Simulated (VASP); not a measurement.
# Cd (R-3m) in VASP: single point with r2SCAN

Aim: the single point of Cd with r2SCAN.

Everything below comes from runs of VASP 6.6.1. Logs are shortened: lines on timing, memory, paths and dates and some standing lists are left out, and cuts for length are marked.

## (1) The crystal as given

Symmetry: R-3m, No. 166, trigonal system. Conventional cell: a = 3.216 Å, b = 3.216 Å, c = 7.348 Å, α = 90.00°, β = 90.00°, γ = 120.00°. Cd (site symmetry -3m) has 12 Cd at 3.07 to 3.22 Å as nearest neighbours.

This isn't the form of Cd at room conditions, which is hcp.

## (2) Single point, r2SCAN

Input file POSCAR:

```
Cd
1.0
    1.6080290000      0.9283960000      2.4492870000
   -1.6080290000      0.9283960000      2.4492870000
    0.0000000000     -1.8567920000      2.4492870000
Cd
1
Direct
    0.0000000000      0.0000000000      0.0000000000
```

Input file INCAR.step1:

```
SYSTEM = Cd
PREC = Accurate
ENCUT = 520
ISMEAR = 0
SIGMA = 0.1
LREAL = .False.
LASPH = .True.
NELM = 100
NBANDS = 12
GGA = PE
ALGO = Normal
EDIFF = 1E-4
LWAVE = .True.
LCHARG = .False.
```

Input file INCAR.step2:

```
SYSTEM = Cd
PREC = Accurate
ENCUT = 520
EDIFF = 1E-6
ISMEAR = 0
SIGMA = 0.1
LREAL = .False.
LASPH = .True.
NELM = 100
ALGO = Normal
ISIF = 2
LWAVE = .False.
LCHARG = .True.
METAGGA = R2SCAN
LMIXTAU = .True.
LELF = .True.
LVHAR = .True.
NBANDS = 12
ISTART = 1
```

Input file KPOINTS:

```
regular mesh
0
Gamma
  9 9 9
  0 0 0
```

Potentials or basis: VASP PAW PBE potentials, release 64 (Cd).

Command:

```
cat potpaw_PBE.64/Cd/POTCAR > POTCAR
cp INCAR.step1 INCAR
mpirun -np 1 vasp_std > vasp.out
cp INCAR.step2 INCAR
mpirun -np 1 vasp_std > vasp.out
```

OUTCAR:

```text
SYSTEM = Cd
   PREC = Accurate
   ENCUT = 520
   EDIFF = 1E-6
   ISMEAR = 0
   LREAL = .False.
   LASPH = .True.
   NELM = 100
   ISIF = 2
   METAGGA = R2SCAN
   ISTART = 1

 ion  position               nearest neighbor table
   1  0.000  0.000  0.000-

  LATTYP: Found a trigonal (rhomboedric) cell.
 ALAT       =     3.0735457276
 COS(alpha) =     0.4525576246

  Lattice vectors:

 A1 = (   1.6080290000,   0.9283960000,   2.4492870000)
 A2 = (  -1.6080290000,   0.9283960000,   2.4492870000)
 A3 = (   0.0000000000,  -1.8567920000,   2.4492870000)

Analysis of symmetry for initial positions (statically):
=====================================================================
 Subroutine PRICEL returns:
 Original cell was already a primitive cell.

 Routine SETGRP: Setting up the symmetry group for a
 trigonal (rhombohedral) supercell.

 Subroutine GETGRP returns: Found 12 space group operations
 (whereof 12 operations were pure point group operations)
 out of a pool of 12 trial point group operations.

The static configuration has the point symmetry D_3d.

Analysis of symmetry for dynamics (positions and initial velocities):
=====================================================================
 Subroutine PRICEL returns:
 Original cell was already a primitive cell.

 Routine SETGRP: Setting up the symmetry group for a
 trigonal (rhombohedral) supercell.

 Subroutine GETGRP returns: Found 12 space group operations
 (whereof 12 operations were pure point group operations)
 out of a pool of 12 trial point group operations.

The dynamic configuration has the point symmetry D_3d.

 Subroutine INISYM returns: Found 12 space group operations
 (whereof 12 operations are pure point group operations),
 and found     1 'primitive' translations

----------------------------------------------------------------------------------------

                                     Primitive cell

  volume of cell :      21.9391

  direct lattice vectors                    reciprocal lattice vectors
     1.608029000  0.928396000  2.449287000     0.310939666  0.179521095  0.136094028
    -1.608029000  0.928396000  2.449287000    -0.310939666  0.179521095  0.136094028
     0.000000000 -1.856792000  2.449287000     0.000000000 -0.359042190  0.136094028

  length of vectors
     3.073545706  3.073545706  3.073545728     0.383969900  0.383969900  0.383969893

  position of ions in fractional coordinates (direct lattice)
     0.000000000  0.000000000  0.000000000

  ion indices of the primitive-cell ions
   primitive index   ion index
                 1           1

[... 77 lines left out ...]
   ISIF   =      2    stress and relaxation
   ISYM   =      2    0-nonsym 1-usesym 2-fastsym
   POTIM  = 0.5000    time-step for ionic-motion
   TEBEG  =    0.0;   TEEND  =   0.0 temperature during run
   PSTRESS=    0.0 pullay stress
   NELECT =      12.0000    total number of electrons
   NUPDOWN=      -1.0000    fix difference up-down
   EMIN   =  10.00;   EMAX   =-10.00  energy-range for DOS
   EFERMI =   0.00;   METHOD = LEGACY
   ISMEAR =     0;   SIGMA  =   0.10  broadening in eV -4-tet -1-fermi 0-gaus
   EFERMI_NEDOS =   21; number of points for ismear=-14 and -15
   IALGO  =     38    algorithm
   IMIX   =      4    mixing-type and parameters
     AMIX     =   0.40;   BMIX     =  1.00
     AMIX_MAG =   1.60;   BMIX_MAG =  1.00
  volume/ion in A,a.u.               =      21.94       148.05
  Fermi-wavevector in a.u.,A,eV,Ry     =   1.338842  2.530044 24.388403  1.792497
  Thomas-Fermi vector in A             =   2.467280
   LORBIT       =      0    0 simple, 1 ext, 2 COOP (PROOUT), +10 PAW based schemes
   METAGGA = R2SCAN    functional components
   LHFCALC =     F    Hartree Fock is set to
   AEXX    =    0.0000 exact exchange contribution
   IVDW    =     0    specifies the selected vdW correction
   LEPSILON=     F    determine dielectric tensor
   LRPA    =     F    only Hartree local field effects (RPA)
 non-spin polarized calculation
 Gauss-broadening in eV      SIGMA  =   0.10
  energy-cutoff  :      520.00
  volume of cell :       21.94
 maximum number of plane-waves:       604
   NGX = 11   NGY = 11   NGZ = 11

 number of electron      11.9999997 magnetization

 Free energy of the ion-electron system (eV)
  ---------------------------------------------------
  ext. energy  EPLUGINS =         0.00000000
  ---------------------------------------------------
  free energy    TOTEN  =       -20.07452635 eV

  energy without entropy =      -20.07324251  energy(sigma->0) =      -20.07388443

 E-fermi :   2.8526     XC(G=0): -11.7227

 val. band max:        2.8007715435   @ k =  -0.3333   0.2222   0.2222
 cond. band min:       2.9383504601   @ k =  -0.3333   0.4444   0.3333
 fundamental gap:      0.1375789166
 Fermi energy:         2.8526045729

 k-point     1 :       0.0000    0.0000    0.0000
  band No.  band energies     occupation
      1      -6.9054      2.00000
      2      -6.9054      2.00000
      3      -6.6828      2.00000
      4      -6.3314      2.00000
      5      -6.3314      2.00000
      6      -6.3070      2.00000
      7      16.7945      0.00000
      8      17.6066      0.00000
      9      17.6066      0.00000
     10      20.5979      0.00000
     11      21.0358      0.00000
     12      21.0358      0.00000
[... 331 lines left out ...]
 k-point    24 :       0.4444    0.4444    0.0000
  band No.  band energies     occupation
      1      -7.4687      2.00000
      2      -7.3411      2.00000
      3      -6.0404      2.00000
      4      -5.9098      2.00000
      5      -5.8694      2.00000
      6       0.8664      2.00000
      7       5.5593      0.00000
      8       9.2896      0.00000
      9      10.9075      0.00000
     10      13.5258      0.00000
     11      15.1340      0.00000
     12      30.2894      0.00000

 [... further k-points ...]
[... 5 lines left out ...]
  --------------------------------------------------------------------------------------
  -------------------------------------------------------------------------------------
  Total        0.0688796      0.0688797     -0.0141959      0.0000000     -0.0000000      0.0000000
  in kB        5.0301791      5.0301793     -1.0367086      0.0000000     -0.0000000      0.0000000
  external PRESSURE =       3.0078833 kB  Pullay stress =       0.0000000 kB

 VOLUME and BASIS-vectors are now :
 -----------------------------------------------------------------------------
  energy-cutoff  :      520.00
  volume of cell :       21.94
      direct lattice vectors                 reciprocal lattice vectors
     1.608029000  0.928396000  2.449287000     0.310939666  0.179521095  0.136094028
    -1.608029000  0.928396000  2.449287000    -0.310939666  0.179521095  0.136094028
     0.000000000 -1.856792000  2.449287000     0.000000000 -0.359042190  0.136094028

 POSITION                                       TOTAL-FORCE (eV/Angst)
 -----------------------------------------------------------------------------------
      0.00000      0.00000      0.00000         0.000000      0.000000      0.000000
 -----------------------------------------------------------------------------------
    total drift:                                0.000000      0.000000      0.000000

  FREE ENERGIE OF THE ION-ELECTRON SYSTEM (eV)
  ---------------------------------------------------
  free  energy   TOTEN  =       -20.0745263528 eV

  energy  without entropy=      -20.0732425106  energy(sigma->0) =      -20.07388443
```

Run time: 26 s. Hardware: 1 thread of Intel Xeon Platinum 8559C (Emerald Rapids), shared host; peak memory 0.15 GiB.

What came out:

* Free energy: -20.0745 eV
* Pressure: 0.3 GPa
* Band gap on the k mesh: none (metal or under the smearing width)

Stress tensor (GPa, compression positive):
```
 0.50  0.00  0.00
 0.00  0.50  0.00
 0.00  0.00 -0.10
```

Caveat: the PAW data sets were made with another functional, which shifts forces and pressure a little.
